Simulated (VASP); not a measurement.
Sn: relaxation of cell and atoms with PBEsol

The system is Sn.

```
Sn
1.0
    -2.91964    2.91964    1.59380
     2.91964   -2.91964    1.59380
     2.91964    2.91964   -1.59380
Sn
2
Direct
  0.00000 0.00000 0.00000
  0.75000 0.25000 0.50000
```

```json
{
  "Program": "VASP 6.6.1",
  "Task": "relaxation of cell and atoms",
  "Functional": "PBEsol",
  "Potentials or basis": "VASP PAW PBE potentials, release 64 (Sn_d)",
  "Cutoff": "600 eV",
  "k mesh": "12 × 12 × 12",
  "Occupations": "gaussian, width 0.03 eV",
  "Spin": "no spin polarisation",
  "Further INCAR settings": "ALGO = Normal; EDIFF = 1e-06; IBRION = 2; EDIFFG = -0.01; NSW = 90; ISIF = 3"
}
```

| Property | Result |
| --- | --- |
| Relaxed volume | 26.85 Å³/atom |
| Relaxed cell | a = 4.413 Å, b = 4.413 Å, c = 4.413 Å, α = 97.37°, β = 97.37°, γ = 138.01° |
| Space group after relaxing (to 0.05 Å) | I4_1/amd (No. 141) |
| Energy gained by relaxing | 0.8 meV/atom |
| Ionic steps | 6 |
| Pressure after relaxing | 0.0 GPa |
| Band gap on the k mesh | none (metal or under the smearing width) |

The path:
```tsv
step	energy change (eV)	largest force (eV/Å)	pressure (GPa)	volume (Å³)
1	0.0000	0.0000	-0.62	54.34
2	-0.0013	0.0000	0.20	53.52
3	-0.0014	0.0000	0.05	53.68
4	-0.0014	0.0000	0.03	53.69
5	-0.0015	0.0000	0.01	53.69
6	-0.0015	0.0000	0.01	53.69
```

Final structure:
```
Sn
1.0
    -2.91365    2.91365    1.58113
     2.91365   -2.91365    1.58113
     2.91365    2.91365   -1.58113
Sn
2
Cartesian
  0.0000 0.0000 0.0000
  0.0000 2.9136 0.7906
```

Levels at points of the mesh, in eV from the Fermi level:
```tsv
k point	band 11	band 12	band 13	band 14	band 15	band 16	band 17	band 18
(0.00, 0.00, 0.00)	-11.23	-3.66	-2.02	-2.02	2.93	6.24	6.24	6.97
(0.50, 0.00, 0.00)	-6.93	-5.43	-2.33	-1.74	-1.14	2.23	2.87	4.73
(0.50, 0.50, 0.00)	-8.97	-8.97	0.58	0.58	1.55	1.55	6.11	6.11
(0.50, 0.50, 0.50)	-7.61	-7.61	-4.88	-4.88	5.14	5.14	9.43	9.43
```

Wall time 7.1 min on 1 thread of Intel(R) Xeon(R) Platinum 8259CL CPU @ 2.50GHz (Skylake/Cascade Lake), on a shared host, peak memory 0.33 GiB.

Caveat: the PAW data sets were made with another functional, which shifts forces and pressure a little.
